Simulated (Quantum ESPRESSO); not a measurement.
# NiO in Quantum ESPRESSO: the effect of functional

NiO:

```
CELL_PARAMETERS angstrom
0.00000 2.08590 2.08590
2.08590 0.00000 2.08590
2.08590 2.08590 0.00000
ATOMIC_POSITIONS crystal
Ni 0.00000 0.00000 0.00000
O 0.50000 0.50000 0.50000
```

Alike in all runs:

```yaml
Program: Quantum ESPRESSO 7.5
Task: phonons
Cutoff: 612 eV
Density_cutoff: 4898 eV
k_mesh: 6 × 6 × 6, shifted
Occupations: fermi-dirac, width 0.05 eV
Spin: collinear spin, ferromagnetic start
Starting_moments: "[1.0, 0.0] μB"
```

Each run relaxes the cell or the atoms first.

Problem. One run gave: relaxed volume 8.30 Å³/atom; moment 0.16 μB; highest phonon frequency 384 cm⁻¹. Which functional did it use?
A. LDA
B. PBEsol
C. PBE

Solution. A.

```tsv
functional	potentials or basis	relaxed volume (Å³/atom)	moment (μB)	highest phonon frequency (cm⁻¹)
LDA	GBRV 1.5 LDA	8.30	0.16	384
PBE	GBRV 1.5 PBE	9.02	0.27	329
PBEsol	GBRV 1.5 PBEsol	8.59	0.21	359
```

Caveats: all runs use coarse meshes; the mesh is thin for the phonons of a metal.

Not every run made on this cell is shown here.
